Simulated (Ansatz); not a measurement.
## Pt(111) / 1 layer Re(0001) / Pt(111): resistance against film thickness

Aim: what a thin film of another metal adds to the resistance, first Pt(111) / 1 layer Re(0001) / Pt(111).

Program: Ansatz 0.2.0. Level of theory: Ansatz plane-wave DFT, PBE, PAW files; ballistic transport by layer matching (Landauer), zero bias. Results are calculated unless marked as measured.

Most raw output is cut from this account.

### 1. Set-up

The cell holds 9 atoms: 8 Pt and 1 Re. Its edges and angles: a = 2.773 Å, b = 2.773 Å, c = 20.323 Å, α = 90.0°, β = 90.0°, γ = 120.0°. It derives from Pt and Re. Regions: lead, 8 atoms (8 Pt); films, 1 atom (1 Re). The structure is stacked along c, and the current runs across the ab planes.

### 2. With 1 layer

The film is laid into the lead at the lead's in-plane lattice, and the cell closes on the lead's own image. The mesh across the current, 30×30, is finer than the density's, because channels open and close sharply across the zone. Energies from -1 to 1 eV in steps of 0.036 eV cover the slope of the Fermi function at 300 K, so the program can form a conductance.

input.yaml

```yaml
crystal:
  lattice:
    - [2.7731313745, 0.0, 0.0]
    - [-1.3865656872, 2.4016022183, 0.0]
    - [0.0, 0.0, 20.3233379381]
  atoms:
    - { symbol: Pt, position: [0.0, 0.0, 0.0557057185] }
    - { symbol: Pt, position: [0.3333333333, 0.6666666667, 0.1671171556] }
    - { symbol: Pt, position: [0.6666666667, 0.3333333333, 0.2785285927] }
    - { symbol: Pt, position: [0.0, 0.0, 0.3899400297] }
    - { symbol: Re, position: [0.3333333333, 0.6666666667, 0.5] }
    - { symbol: Pt, position: [0.6666666667, 0.3333333333, 0.6100599703] }
    - { symbol: Pt, position: [0.0, 0.0, 0.7214714073] }
    - { symbol: Pt, position: [0.3333333333, 0.6666666667, 0.8328828444] }
    - { symbol: Pt, position: [0.6666666667, 0.3333333333, 0.9442942815] }
kpoints:
  mp_grid: { grid: [15, 15, 2] }
hamiltonian:
  xc: pbe
scf:
  occupations: { method: fermi_dirac, width: 0.1 }
output:
  transmission: { leads: [[0, 1]], kmesh: [30, 30], e_range: [-1.0, 1.0], de: 0.036 }
  write_potential: true
  write_density: true
  volumetric_format: npy
  elf: true
```

On the command line:

```console
$ ansatz run input.yaml --threads 4 --pin off --max-ram 8192MiB --backend cpu --events-out ev --progress --plain --runs-dir out
```

Elapsed: 51 s, on 4 threads of AMD EPYC 9R45, shared host; peak memory 0.92 GiB; 3 min of CPU time.

Numbers from this step:

```
free energy                                                                : -111052.5166 eV
energy at zero smearing                                                    : -111052.3122 eV
Fermi energy                                                               : 23.61 eV
cell area                                                                  : 6.660 Å²
step of the lead's potential                                               : 8.4 meV
ballistic conductance of the lead                                          : 2.03e15 S/m²
estimated errors of the lead's conductance                                 : 0, 2.9, 1.6 % (band edges, k-mesh, distance from neutral)
lead conductance per cell                                                  : 1.742 G₀
conductance of the junction                                                : 7.69e14 S/m²
junction conductance per cell                                              : 0.6610 G₀
estimated errors of the junction's conductance                             : 0.7, 0, 4.8, 13.6, 1.2 % (energy step, band edges, k-mesh, leads' steps, distance from neutral)
area resistance that the stack adds (contact term taken off, spin by spin) : 0.8069 fΩ m²
```

Per spin. Table of transmission, zone mean by energy, zero at the Fermi level:

| energy (eV) | transmission, zone mean |
| --- | --- |
| -1.000 | 0.701 |
| -0.964 | 0.701 |
| -0.892 | 0.686 |
| -0.856 | 0.686 |
| -0.784 | 0.704 |
| -0.748 | 0.696 |
| -0.676 | 0.682 |
| -0.640 | 0.705 |
| -0.568 | 0.747 |
| -0.532 | 0.740 |
| -0.460 | 0.747 |
| -0.424 | 0.739 |
| -0.352 | 0.725 |
| -0.316 | 0.736 |
| -0.244 | 0.736 |
| -0.208 | 0.773 |
| -0.172 | 0.773 |
| -0.136 | 0.760 |
| -0.100 | 0.748 |
| -0.028 | 0.674 |
| 0.008 | 0.654 |
| 0.080 | 0.597 |
| 0.116 | 0.569 |
| 0.188 | 0.518 |
| 0.224 | 0.550 |
| 0.296 | 0.480 |
| 0.332 | 0.428 |
| 0.404 | 0.422 |
| 0.440 | 0.395 |
| 0.512 | 0.373 |
| 0.548 | 0.380 |
| 0.620 | 0.378 |
| 0.656 | 0.356 |
| 0.728 | 0.351 |
| 0.764 | 0.369 |
| 0.836 | 0.383 |
| 0.872 | 0.386 |
| 0.944 | 0.393 |
| 0.980 | 0.396 |

Per spin. Table of open channels, zone mean, lead by energy, zero at the Fermi level:

energy (eV), open channels, zone mean, lead and a bar from the least value:
```
   -1.000       1.57 ####################
   -0.964       1.57 ####################
   -0.892       1.55 ###################
   -0.856       1.57 ####################
   -0.784       1.60 #####################
   -0.748       1.60 #####################
   -0.676       1.62 #####################
   -0.640       1.63 #####################
   -0.568       1.71 #######################
   -0.532       1.77 ########################
   -0.460       1.74 ########################
   -0.424       1.73 #######################
   -0.352       1.79 #########################
   -0.316       1.84 ##########################
   -0.244       1.97 ############################
   -0.208       2.05 ##############################
   -0.136       2.03 ##############################
   -0.100       1.97 ############################
   -0.028       1.82 #########################
    0.008       1.79 ########################
    0.080       1.48 ##################
    0.116       1.40 ################
    0.188       1.26 #############
    0.224       1.18 ############
    0.296       1.06 #########
    0.332       1.00 ########
    0.404       0.88 #####
    0.440       0.88 #####
    0.512       0.62 
    0.548       0.62 
    0.620       0.66 #
    0.656       0.66 #
    0.728       0.68 #
    0.764       0.72 ##
    0.836       0.74 ##
    0.872       0.70 ##
    0.944       0.68 #
    0.980       0.70 ##
```

Transmission over k1 and k2. At 0.0080 eV from the Fermi level.

Ten even steps from '_' (0.00) to '@' (1.20), each cell a mean:
```
**%%%%----==@@@@%%@@@@++--..##%%##____--**%%******##**--..__
..==%%%%++++%%**======++++++##@@##....--++##++----==##**==::
==--::%%**--####**++++**%%##--**##..--==**####::____--##**++
####--%%----##%%##**++++##%%##==--%%==**%%%%++--______--==##
%%@@%%++%%%%%%%%##**==--++##%%%%%%%%%%++@@@@##**--::..--==##
%%%%@@..##########**==::::==##%%%%######--##%%%%**==****==##
%%@@@@..##++++++******::::..++##**++++++**--++@@@@####****##
++####--##++==----::++--::..--==++::----==**++++%%**++==--==
::--..%%%%##**==::..--::..____..::::::::==**##%%%%----::____
====--%%==%%%%##++--==..__________..::::++**##%%##++======--
**%%@@@@++--%%%%##****--..__________..--**##%%%%%%::##%%@@%%
**++**++**--##%%%%**++--::____________::====**##%%##--%%++**
..____::::==%%%%##**==..::::....____....--..--++**####%%..--
==--::--====##++##**==--::..==--::..::--==..::--==**##==**++
##****++**##@@@@--++**++==++****++::::--****++++++++##..@@@@
%%##++####**##%%%%++--##**######**--::..++########**##..@@@@
%%##====::--==##%%@@%%==%%%%%%%%%%**==--==**%%%%%%%%%%==%%@@
%%##==--____..--**%%@@**++##++++%%%%**++==**##%%##++++%%==%%
++******..____::**##**++----**++--##%%##****##%%##::++%%..==
::--==**##--::--**##++--::..**@@######==------++%%****%%**--
==__..==****++++++##++--____##@@##..::**@@@@%%@@%%--::==@@%%
**++__::++##%%%%##%%##==..__%%**##..::++%%%%%%%%@@**==::::%%
```
Columns: k1 (b1) from -0.5 to 0.467; rows upwards: k2 (b2) from -0.5 to 0.467.

Open channels over k1 and k2. At 0.0080 eV from the Fermi level.

Ten even steps from '_' (0.00) to '@' (3.00), each cell a mean:
```
@@@@@@**++++####@@######++++@@@@@@**--++++++**@@****++++--++
**%%%%%%**++%%%%******%%++++%%@@%%**++++----**======++----++
****--@@##******++----******####@@==****++--**++____**++--**
****++**********==--------**********==##******==..____--****
****@@************--------==**********##%%****%%++::==--**%%
**@@@@--**--********--------********--**==%%@@##******++**##
****@@----------++****==----******----------####****==----**
****@@++++--------==****++--******----------++##%%****++--**
****--****--==--------++**********----------==****==++**====
%%%%==%%******==========**********==========************%%%%
++@@@@@@********************************************##@@@@@@
@@@@@@**%%********++++++++++**********++++++++++******@@++@@
**====**++==****==----------**********++--------====****--**
**++--****++@@**++----------******--****++----------****%%**
****----++****%%++----------******----++****==----------@@**
****++++++******@@##--++--++******------==****++++--++--@@%%
**@@**--++--**@@####%%##**********----------************@@##
******--____..++******%%++**********--------++**********##**
****==++==____++**==****++==%%******++++----++********%%--**
**++----++----==**----++++**##@@@@++++##======####++%%@@####
%%==--====****%%**======--**@@@@%%====%%%%%%@@%%%%====**@@@@
++@@++********##********++**@@++@@**********##**********##@@
```
Columns: k1 (b1) from -0.5 to 0.467; rows upwards: k2 (b2) from -0.5 to 0.467.

Electrostatic potential energy in the ca plane at fractional y = 0.667, with atoms of Pt and Re within 0.2 Å of it. With pseudopotentials it is smooth inside the atoms' cores, unlike the true potential.

Values in eV, 5 rows by 16 columns, each cell a mean:
```
  0  23  21  23   1  13   8   5  22  20  21  -3  18   2  13  23
 11  21   4  21  10  18  15  13  16   4  20   7  21  11  18  13
 23   9 -41   8  23  25  24  23  -5 -37  15  22  25  23  23 -18
 24   5 -46   4  24  25  25  23 -10 -42  14  24  26  24  24 -23
 15  18 -12  18  16  21  18  17  10 -10  19  15  23  16  20   4
```
Columns run along c (16.0 Å, from fractional 0.05 to 0.84 of the cell; values clipped at the 3rd and 97th percentile), rows up along a (2.8 Å). Atoms in or near the plane, at fractional coordinates: Pt at (0.17, 0.33), Re at (0.50, 0.33), Pt at (0.83, 0.33).

ELF in the ca plane at fractional y = 0.667, with atoms of Pt and Re within 0.2 Å of it. It is the smooth field of the valence electrons, not physical close to the nuclei.

Ten even steps from '0' (0.14) to '9' (0.70), each cell a mean:
```
55311122111354322245423333333245422234532112
54311122111355322245423333333245422234531112
33212344321233221233323135312333321123321124
21123688622122110122232389832322210112212258
11114899731111100011221796982222100011211279
11114899731121100011221796982222100011111279
22123788622122110122232389942322210012212258
33212354321233211233332135412323321123321234
```
Columns run along c (16.0 Å, from fractional 0.05 to 0.84 of the cell), rows up along a (2.8 Å). Atoms in or near the plane, at fractional coordinates: Pt at (0.17, 0.33), Re at (0.50, 0.33), Pt at (0.83, 0.33).

Valence density in the ca plane at fractional y = 0.667, with atoms of Pt and Re within 0.2 Å of it. It is the smooth field of the valence electrons, not physical close to the nuclei.

Ten steps, logarithmic in the rise over the least value, from '0' (0 e/Å³) to '9' (10 e/Å³), each cell a mean:
```
65421232212456432356532223222356542346642122
65321232212466532356532223222356542246642122
44322455422345421344422345432245432234432235
32224788632233210123222478752223311123322368
11125899852111100011113689863211100011112479
11125899852111100011113689863211100011112479
32224788742222210123222578752222210123322368
44322465422344321244422345532234431234432245
```
Columns run along c (16.0 Å, from fractional 0.05 to 0.84 of the cell), rows up along a (2.8 Å). Atoms in or near the plane, at fractional coordinates: Pt at (0.17, 0.33), Re at (0.50, 0.33), Pt at (0.83, 0.33).

The lead's potential steps by 8.4 meV from period to period, small in itself. The program estimates the junction's conductance to 4.8 % from the k-mesh, 1.2 % from the leads' distance from neutral and 14 % from their steps.

By hand: 1/G − 1/G_lead = 1/0.7690 − 1/2.026 = 0.807 fΩ m² with G in 10¹⁵ S/m².

### 3. With 3 layers, k-mesh 15×15×1, film layers 3

The stack now holds 3 film layers; the k-mesh follows the cell, and the energies span -0.27 to 0.27 eV.

System of this step: Pt(111) / 3 layers Re(0001) / Pt(111). The cell holds 11 atoms: 8 Pt and 3 Re. Its edges and angles: a = 2.773 Å, b = 2.773 Å, c = 24.742 Å, α = 90.0°, β = 90.0°, γ = 120.0°. It derives from Pt and Re. Regions: lead, 8 atoms (8 Pt); films, 3 atoms (3 Re). The structure is stacked along c, and the current runs across the ab planes.

input.yaml

```yaml
crystal:
  lattice:
    - [2.7731313745, 0.0, 0.0]
    - [-1.3865656872, 2.4016022183, 0.0]
    - [0.0, 0.0, 24.741977243]
  atoms:
    - { symbol: Pt, position: [0.0, 0.0, 0.0457573027] }
    - { symbol: Pt, position: [0.3333333333, 0.6666666667, 0.1372719082] }
    - { symbol: Pt, position: [0.6666666667, 0.3333333333, 0.2287865137] }
    - { symbol: Pt, position: [0.0, 0.0, 0.3203011191] }
    - { symbol: Re, position: [0.3333333333, 0.6666666667, 0.4107056146] }
    - { symbol: Re, position: [0.6666666667, 0.3333333333, 0.5] }
    - { symbol: Re, position: [0.3333333333, 0.6666666667, 0.5892943854] }
    - { symbol: Pt, position: [0.6666666667, 0.3333333333, 0.6796988809] }
    - { symbol: Pt, position: [0.0, 0.0, 0.7712134863] }
    - { symbol: Pt, position: [0.3333333333, 0.6666666667, 0.8627280918] }
    - { symbol: Pt, position: [0.6666666667, 0.3333333333, 0.9542426973] }
kpoints:
  mp_grid: { grid: [15, 15, 1] }
hamiltonian:
  xc: pbe
scf:
  occupations: { method: fermi_dirac, width: 0.1 }
output:
  transmission:
    leads: [[0, 1]]
    kmesh: [30, 30]
    e_range: [-0.27, 0.27]
    de: 0.036
  write_potential: true
  write_density: true
  volumetric_format: npy
```

The job ended after 32 s (4 threads; peak memory 0.95 GiB; 1.9 min of CPU time).

Numbers from this step:

* free energy: -132788.8000 eV
* energy at zero smearing: -132788.5740 eV
* Fermi energy: 23.68 eV
* step of the lead's potential: 7.7 meV
* estimated errors of the lead's conductance: 0, 2.9, 1.4 % (band edges, k-mesh, distance from neutral)
* lead conductance per cell: 1.744 G₀
* conductance of the junction: 5.25e14 S/m²
* junction conductance per cell: 0.4516 G₀
* estimated errors of the junction's conductance: 0.1, 0, 5.6, 57.3, 0.9 % (energy step, band edges, k-mesh, leads' steps, distance from neutral)
* area resistance that the stack adds (contact term taken off, spin by spin): 1.410 fΩ m²

Per spin. The transmission, zone mean by energy, zero at the Fermi level:

| energy (eV) | transmission, zone mean |
| --- | --- |
| -0.270 | 0.565 |
| -0.234 | 0.550 |
| -0.198 | 0.546 |
| -0.162 | 0.519 |
| -0.126 | 0.499 |
| -0.090 | 0.478 |
| -0.054 | 0.481 |
| -0.018 | 0.460 |
| 0.018 | 0.444 |
| 0.054 | 0.423 |
| 0.090 | 0.421 |
| 0.126 | 0.391 |
| 0.162 | 0.354 |
| 0.198 | 0.372 |
| 0.234 | 0.365 |
| 0.270 | 0.365 |

The conductance of the junction is 5.3e14 S/m², 32 % under the 7.7e14 S/m² of the last finished run. The estimate from the leads' steps, 57 %, is larger still.

### 4. With 5 layers, k-mesh 15×15×1, film layers 5

The stack now holds 5 film layers; the k-mesh follows the cell, and the energies span -0.27 to 0.27 eV.

System of this step: Pt(111) / 5 layers Re(0001) / Pt(111). The cell holds 13 atoms: 8 Pt and 5 Re. Its edges and angles: a = 2.773 Å, b = 2.773 Å, c = 29.161 Å, α = 90.0°, β = 90.0°, γ = 120.0°. It derives from Pt and Re. Regions: lead, 8 atoms (8 Pt); films, 5 atoms (5 Re). The structure is stacked along c, and the current runs across the ab planes.

input.yaml, the sections that differ from step 3:

```yaml
crystal:
  lattice:
    - [2.7731313745, 0.0, 0.0]
    - [-1.3865656872, 2.4016022183, 0.0]
    - [0.0, 0.0, 29.1606165479]
  atoms:
    - { symbol: Pt, position: [0.0, 0.0, 0.0388238068] }
    - { symbol: Pt, position: [0.3333333333, 0.6666666667, 0.1164714204] }
    - { symbol: Pt, position: [0.6666666667, 0.3333333333, 0.194119034] }
    - { symbol: Pt, position: [0.0, 0.0, 0.2717666476] }
    - { symbol: Re, position: [0.3333333333, 0.6666666667, 0.3484723635] }
    - { symbol: Re, position: [0.6666666667, 0.3333333333, 0.4242361817] }
    - { symbol: Re, position: [0.3333333333, 0.6666666667, 0.5] }
    - { symbol: Re, position: [0.6666666667, 0.3333333333, 0.5757638183] }
    - { symbol: Re, position: [0.3333333333, 0.6666666667, 0.6515276365] }
    - { symbol: Pt, position: [0.6666666667, 0.3333333333, 0.7282333524] }
    - { symbol: Pt, position: [0.0, 0.0, 0.805880966] }
    - { symbol: Pt, position: [0.3333333333, 0.6666666667, 0.8835285796] }
    - { symbol: Pt, position: [0.6666666667, 0.3333333333, 0.9611761932] }
# kpoints, hamiltonian, scf, output: as in step 3
```

The job ended after 47 s (4 threads; peak memory 1.1 GiB).

Numbers from this step:

```
free energy                                                                : -154524.9617 eV
energy at zero smearing                                                    : -154524.7079 eV
Fermi energy                                                               : 23.73 eV
step of the lead's potential                                               : 7.8 meV
ballistic conductance of the lead                                          : 2.02e15 S/m²
estimated errors of the lead's conductance                                 : 0, 2.9, 2 % (band edges, k-mesh, distance from neutral)
lead conductance per cell                                                  : 1.732 G₀
conductance of the junction                                                : 5.06e14 S/m²
junction conductance per cell                                              : 0.4348 G₀
estimated errors of the junction's conductance                             : 0.2, 1.3, 6.5, 9.1, 0.7 % (energy step, band edges, k-mesh, leads' steps, distance from neutral)
area resistance that the stack adds (contact term taken off, spin by spin) : 1.481 fΩ m²
```

Per spin. Table of transmission, zone mean by energy, zero at the Fermi level:

| energy (eV) | transmission, zone mean |
| --- | --- |
| -0.270 | 0.432 |
| -0.234 | 0.440 |
| -0.198 | 0.460 |
| -0.162 | 0.462 |
| -0.126 | 0.470 |
| -0.090 | 0.458 |
| -0.054 | 0.451 |
| -0.018 | 0.434 |
| 0.018 | 0.434 |
| 0.054 | 0.434 |
| 0.090 | 0.406 |
| 0.126 | 0.379 |
| 0.162 | 0.349 |
| 0.198 | 0.333 |
| 0.234 | 0.306 |
| 0.270 | 0.297 |

The conductance of the junction is 5.1e14 S/m², 3.7 % under the 5.3e14 S/m² of the last finished run, within the error estimates, leads' steps apart, of 5.6 and 6.5 %.

(Part 1 of 2 ends here.)

[Logs are printed without paths, hosts, clocks, repeated set-up lines and the standing remarks that a program may print on its own settings, such as how far it seeks lower states.]

[Hosts, paths, dates, database ids (printed as entryN), source tags and the programs' standing remarks are cut or masked in the printed files.]
